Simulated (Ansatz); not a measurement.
Geometry optimisation, DFT PBEsol, scalar-relativistic, plane waves, PAW in Ansatz.

Input:

```yaml
crystal:
  lattice:
    - [0.0, 5.084245, 5.084245]
    - [5.084245, 0.0, 5.084245]
    - [5.084245, 5.084245, 0.0]
  atoms:
    - { symbol: Li, position: [0.0, 0.0, 0.0] }
    - { symbol: Cl, position: [0.24999998, 0.24999998, 0.24999998] }
    - { symbol: Li, position: [0.0, 0.0, 0.49999997] }
    - { symbol: Cl, position: [0.24999998, 0.24999998, 0.74999995] }
    - { symbol: Li, position: [0.0, 0.49999997, 0.0] }
    - { symbol: Cl, position: [0.24999998, 0.74999995, 0.24999998] }
    - { symbol: Li, position: [0.0, 0.49999997, 0.49999997] }
    - { symbol: Cl, position: [0.24999998, 0.74999995, 0.74999995] }
    - { symbol: Li, position: [0.49999997, 0.0, 0.0] }
    - { symbol: Cl, position: [0.74999995, 0.24999998, 0.24999998] }
    - { symbol: Li, position: [0.49999997, 0.0, 0.49999997] }
    - { symbol: Cl, position: [0.74999995, 0.24999998, 0.74999995] }
    - { symbol: Li, position: [0.49999997, 0.49999997, 0.0] }
    - { symbol: Cl, position: [0.74999995, 0.74999995, 0.24999998] }
    - { symbol: Li, position: [0.49999997, 0.49999997, 0.49999997] }
    - { symbol: Cl, position: [0.74999995, 0.74999995, 0.74999995] }
    - { symbol: H, position: [0.12201736, 0.12432187, 0.63078953], spin: 1.0 }
magnetization:
  spin_polarized: true
basis:
  ecutwfc: 420.0
kpoints:
  mp_grid: { grid: [2, 2, 2] }
hamiltonian:
  xc: pbesol
scf:
  occupations: { method: gaussian, width: 0.02 }
  lower_state_search: "off"
relax:
  f_tol: 0.03
  max_steps: 60
  adjacent_minimum: "off"
```

Launched with:

```bash
$ ansatz run input.yaml --threads 2 --pin off --max-ram 5120MiB --backend cpu --events-out ev --progress --plain --runs-dir out
```

Problem. Where does it end, and by what steps?

Solution. The forces met the threshold. Limits of this set-up: coarse k mesh. After 3 steps the energy has fallen by 0.143 eV; Cl12 moved furthest, 0.11 Å.

```tsv
step	energy less start (eV)	largest force component (eV/Å)	accepted
0	0.0000	0.400	yes
1	-0.0642	0.250	yes
2	-0.1420	0.031	yes
3	-0.1429	0.011	yes
```

```xyz
17
Lattice="0.0000 5.0842 5.0842 5.0842 0.0000 5.0842 5.0842 5.0842 0.0000" Properties=species:S:1:pos:R:3
Li -0.019 -0.019 0.019
Cl 2.484 2.484 2.601
Li 2.563 2.562 0.018
Cl 5.147 5.147 2.604
Li 2.561 -0.016 2.523
Cl 5.089 2.539 5.080
Li 5.066 2.562 2.522
Cl 7.565 5.146 5.022
Li -0.016 2.561 2.523
Cl 2.539 5.088 5.080
Li 2.563 5.066 2.522
Cl 5.147 7.564 5.021
Li 2.562 2.561 5.100
Cl 5.089 5.089 7.630
Li 5.067 5.066 5.102
Cl 7.624 7.624 7.629
H 3.819 3.817 1.267
```

Whether the end is a true minimum wasn't checked by a vibrational analysis.

Run time: 19 s on 2 threads of Arm Neoverse V2, with other jobs on the host, peak memory 0.64 GiB.
